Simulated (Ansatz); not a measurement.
BeO:
```
BeO
1.0
    2.69278     0.00000     0.00000
   -1.34639     2.33202     0.00000
    0.00000     0.00000     4.37264
Be O
2 2
Direct
  0.33333   0.66667   0.99990
  0.66667   0.33333   0.49990
  0.33333   0.66667   0.37760
  0.66667   0.33333   0.87760
```

Cartesian axes are those of the cell as given.

Problem. Give the proper piezoelectric stress tensor with relaxed ions from the program Ansatz at the PBEsol level (PAW).

Solution. In C/m², rows x, y, z, Voigt columns; mesh uncertainty up to 0.00.
```
 0.00   0.00   0.00   0.00  -0.09   0.00
 0.00   0.00   0.00  -0.09   0.00   0.00
-0.23  -0.23   0.38   0.00   0.00   0.00
```

The elastic tensor of the same run (GPa):

```csv
,1,2,3,4,5,6
1,437,125,89.7,0.0,0.0,0.0
2,125,437,89.7,0.0,0.0,0.0
3,89.7,89.7,475,0.0,0.0,0.0
4,0.0,0.0,0.0,138,0.0,0.0
5,0.0,0.0,0.0,0.0,138,0.0
6,0.0,0.0,0.0,0.0,0.0,156
```

Problem. Convert to strain constants d = e·S.

Solution. In pC/N:
```
 0.0   0.0   0.0   0.0  -0.6   0.0
 0.0   0.0   0.0  -0.6   0.0   0.0
-0.6  -0.6   1.0   0.0   0.0   0.0
```

Space group P6_3mc (wurtzite). The cell was relaxed with PBEsol under the symmetry of its start. Signs of piezoelectric constants follow the polarity of the cell as given.

Potentials: the earlier of the program's two PAW sets. The files were generated under PBE; for other functionals the program regenerates the frozen cores, and for LDA and PBEsol the local potential too.
